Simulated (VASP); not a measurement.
## GaP in VASP: convergence with k mesh

The system is GaP.

```
Ga P
1.0
     0.00000    2.72525    2.72525
     2.72525    0.00000    2.72525
     2.72525    2.72525    0.00000
Ga P
1 1
Direct
  0.00000 0.00000 0.00000
  0.75000 0.75000 0.75000
```

- Program: VASP 6.6.1
- Task: single point
- Functional: PBE
- Potentials or basis: VASP PAW PBE potentials, release 64 (Ga_d_GW, P_GW)
- Cutoff: 600 eV
- k mesh: 2 × 2 × 2
- Occupations: gaussian, width 0.02 eV
- Spin: no spin polarisation

These are the settings of the first run; the series varies k mesh, with any setting tied to it.

Hardware: 1 thread of Intel(R) Xeon(R) 6975P-C (Granite Rapids), on a shared host.

Task: The values tried are 2 × 2 × 2, 3 × 3 × 3, 4 × 4 × 4, 5 × 5 × 5, 6 × 6 × 6, 8 × 8 × 8, 10 × 10 × 10, 12 × 12 × 12, 14 × 14 × 14, loosest first. From which on does the energy stay within 1 meV/atom of the tightest run that finished?

Result: From 10 × 10 × 10 on.

```csv
k mesh,"energy less the tightest run, at zero smearing (meV/atom)",pressure (GPa),gap on the mesh (eV),SCF cycles,CPU time (s),peak memory (GiB)
2 × 2 × 2,1116.48,9.10,1.462,17,4.3,0.17
3 × 3 × 3,251.93,3.34,1.697,20,5.7,0.16
4 × 4 × 4,71.16,3.08,1.628,17,6.2,0.17
5 × 5 × 5,22.92,2.38,1.595,17,6.7,0.17
6 × 6 × 6,8.10,2.20,1.650,17,9.2,0.17
8 × 8 × 8,1.23,2.14,1.642,17,13,0.18
10 × 10 × 10,0.23,2.15,1.605,17,20,0.19
12 × 12 × 12,0.03,2.11,1.594,17,30,0.21
14 × 14 × 14,0.00,2.16,1.592,17,42,0.24
```

Against the tightest run, the pressure stays within 0.1 GPa from 6 × 6 × 6 on; the gap on the mesh stays within 0.01 eV from 12 × 12 × 12 on. Meshes of other sizes hit other points, so gaps and Fermi surfaces needn't settle smoothly. The tightest run that finished is the yardstick and may itself not be fully converged.
